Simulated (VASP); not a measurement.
A run of VASP 6.6.1 is set up as follows.

The input INCAR:

```
SYSTEM = KCl
  PREC = Accurate
  ENCUT = 500
  EDIFF = 1E-6
  ISMEAR = 0
  SIGMA = 0.02
  LREAL = .FALSE.
  LASPH = .TRUE.
  NELM = 120
  ALGO = Normal
  ISIF = 2
  LWAVE = .FALSE.
  LCHARG = .FALSE.
  GGA = CA
  NBANDS = 15
  GGA_COMPAT = .FALSE.
```

The input KPOINTS:

```
regular mesh
0
G
  6 6 6
  0 0 0
```

File POSCAR:

```
KCl
1.0
    0.0000000000      3.0390613406      3.0390613406
    3.0390613406      0.0000000000      3.0390613406
    3.0390613406      3.0390613406      0.0000000000
K Cl
1 1
Direct
    0.0000000000      0.0000000000      0.0000000000
    0.5000000000      0.5000000000      0.5000000000
```

Potentials or basis: VASP PAW LDA potentials, release 64 (K_sv, Cl).

Command:

```bash
$ cat potpaw_LDA.64/K_sv/POTCAR potpaw_LDA.64/Cl/POTCAR > POTCAR
$ mpirun -np 1 vasp_std > vasp.out
```

Problem. What does it give for the pressure?

Solution. 0.1 GPa.

Problem. What does it give for the band gap on the k mesh?

Solution. 5.11 eV, direct.

**What was measured.**

From a printed reference work, monograph, for a bulk crystal of KCl: band gap 8.68 eV.

A measured gap of KCl is 8.68 eV (a printed reference work, monograph); the calculated 5.11 eV misses it by -3.57 eV. The value is that of LDA, without temperature or zero-point motion. Semilocal functionals fall short of measured gaps as a rule.
